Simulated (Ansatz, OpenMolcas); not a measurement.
Worked example: BH(CH3)(OH) + C2H4O2 → BH(OH)2 + C3H6O

Species: BH(CH3)(OH), singlet; C2H4O2 (acetic acid) `CC(=O)O`, singlet; BH(OH)2, singlet; C3H6O (acetone) `CC(C)=O`, singlet. The partners trade CH3 for OH: B–CH3 and C–OH bonds give way to B–OH and C–CH3.

Shapes, held fixed at every level: PBE0-D4/def2-TZVP. Flexible molecules stand in one conformer, not always the lowest. Programs: Ansatz 0.2.0, OpenMolcas 26.06. The zero-point and thermal change to 298 K, harmonic and unscaled (PBE0-D4/def2-TZVP), is +0.9 kJ/mol.

At CCSD(T)/CBS estimate; 1 Eh = 2625.50 kJ/mol:

```
    species  energy (Eh)
BH(CH3)(OH)  -141.084889
     C2H4O2  -228.875292
    BH(OH)2  -177.050784
      C3H6O  -192.940165
```

Work out ΔH(298 K) of the reaction at this level.


1. Products less reactants: (-177.050784) + (-192.940165) − [(-141.084889) + (-228.875292)] = -0.030768 Eh = -80.8 kJ/mol.
2. With the thermal change: -80.8 + (+0.9) = -79.9 kJ/mol.

Other levels give -78.7 (CCSD/def2-TZVPP) to -65.5 kJ/mol (PBE-D4/def2-TZVPP). No measured value is set beside it here. The CBS estimate extrapolates MP2 from def2-TZVPP and def2-QZVPP and adds CCSD(T) − MP2 in the triple-zeta set, cores frozen. The median of the other levels is -71.1 kJ/mol.
